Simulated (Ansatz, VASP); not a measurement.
Si in VASP and in Ansatz

The input INCAR:

```
PREC     = Accurate       # precision mode
ENCUT    = 680            # plane-wave cutoff, eV
EDIFF    = 1E-6           # SCF threshold, eV
ISMEAR   = -1             # smearing method
SIGMA    = 0.05           # smearing width, eV
LREAL    = False          # projectors in reciprocal space
LASPH    = True           # aspherical terms in the spheres
NELM     = 100            # most SCF steps
ALGO     = Fast           # electronic algorithm
ISIF     = 3              # what is computed and relaxed
LWAVE    = False          # write WAVECAR
LCHARG   = False          # write CHGCAR
GGA      = PE             # functional
IBRION   = 2              # ionic algorithm
NSW      = 60             # ionic steps
EDIFFG   = -0.02          # ionic threshold
```

Contents of KPOINTS:

```
regular mesh
0
Gamma
  12 12 11
```

Contents of POSCAR:

```
Si
1.0
    2.6205428149      0.0000000000      0.0000000000
   -1.3102714075      2.2694566494      0.0000000000
    0.0000000000      0.0000000000      2.4663543900
Si
1
Direct
    0.0000000000      0.0000000000      0.0000000000
```

input.yaml

```yaml
crystal:
  lattice:
    - [2.6205428149, 0.0, 0.0]
    - [-1.3102714075, 2.2694566494, 0.0]
    - [0.0, 0.0, 2.46635439]
  atoms:
    - { symbol: Si, position: [0.0, 0.0, 0.0] }
hamiltonian:
  xc: pbe
  pseudopotentials: { kind: paw }
kpoints:
  mp_grid: { grid: [12, 12, 11] }
scf:
  occupations: { method: fermi_dirac, width: 0.05 }
output:
  forces: true
  stress: true
  eigenvalues: true
relax:
  f_tol: 0.01
  max_steps: 40
  cell: { stress_tol: 0.05 }
```

This isn't the form of Si at room conditions, which is diamond.

Alike in both runs: task relaxation of cell and atoms; functional PBE; k mesh 12 × 12 × 11; occupations fermi-dirac, width 0.05 eV; no spin polarisation.

|  | VASP | Ansatz |
| --- | --- | --- |
| version | VASP 6.6.1 | Ansatz 0.2.0 |
| potentials or method | VASP PAW PBE potentials, release 64 (Si_GW) | Ansatz PAW |
| plane-wave cutoff (eV) | 680 | 420 |
| valence electrons in the cell | 4 | 4 |

```csv
,VASP,Ansatz,Ansatz less VASP
"gap on the k mesh at the Fermi level, each at its own relaxed structure (eV)",none,none,-
relaxed volume (Å³/atom),15.04,15.05,+0.006
relaxed cell length with the largest relative difference (Å),2.632,2.633,+0.0010
energy change over the relaxation (meV/atom),-5,-5,+0.1
```

A gap of «none» marks a metal or a gap that the smearing closes.

Caveats: the plane-wave basis is chosen anew once the cell has moved, so the energies of steps on either side of that aren't comparable (Ansatz).
